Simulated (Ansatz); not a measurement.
Runs of Ansatz 0.2.0 on Se. The structure is trigonal, space group P3_221 (No. 154). Conventional cell: a = 4.355 Å, b = 4.355 Å, c = 4.949 Å, α = 90.00°, β = 90.00°, γ = 120.00°. Around Se (site symmetry 2) lie 2 Se at 2.32 Å. 

```csv
task,level,cell,k mesh,cutoff (eV),smearing,screening (1/Å),share of exact exchange,mesh quality,gap on the mesh (eV),pressure (GPa),largest force (eV/Å)
single point,r2SCANh+D4,as given,5 × 5 × 4,500,fermi-dirac 0.1 eV,-,-,not flagged,2.03,-,0.65
electron localisation function,BLYP+D3(BJ),"atoms moved at random, drawn with an rms of 0.02 Å",7 × 7 × 6,420,gaussian 0.05 eV,-,-,not flagged,1.17,(c),1.47
phonons,LDA,as given,5 × 5 × 5,420,fixed,-,-,not flagged,(d),-,-
single point,HSE06 form with a typed share of exact exchange,as given,4 × 4 × 3,420,fermi-dirac 0.05 eV,0.4,0.25,coarse,2.24,-,(b)
density of states,LDA,as given,7 × 7 × 6,420,fermi-dirac 0.1 eV,-,-,not flagged,1.08,(a),0.91
```

Alike in all rows: potentials or basis Ansatz PAW; no spin polarisation.

Task: Fill in the values left out.

Result: (a) 1.4; (b) 0.72; (c) 4.0; (d) 1.34.

Caveats: some runs use coarse meshes; odd divisions of the mesh miss points on the zone boundary, where band edges often lie, so the gap on the mesh can be too wide; the PAW data sets come from PBE, with cores solved anew for the run's functional, which leaves a small shift of forces and pressure; the potentials were made for another functional, which shifts forces and pressure (some runs).

A k mesh can miss the band edges, and the runs leave out spin-orbit coupling on Se.

Not every run made on this cell is shown here.
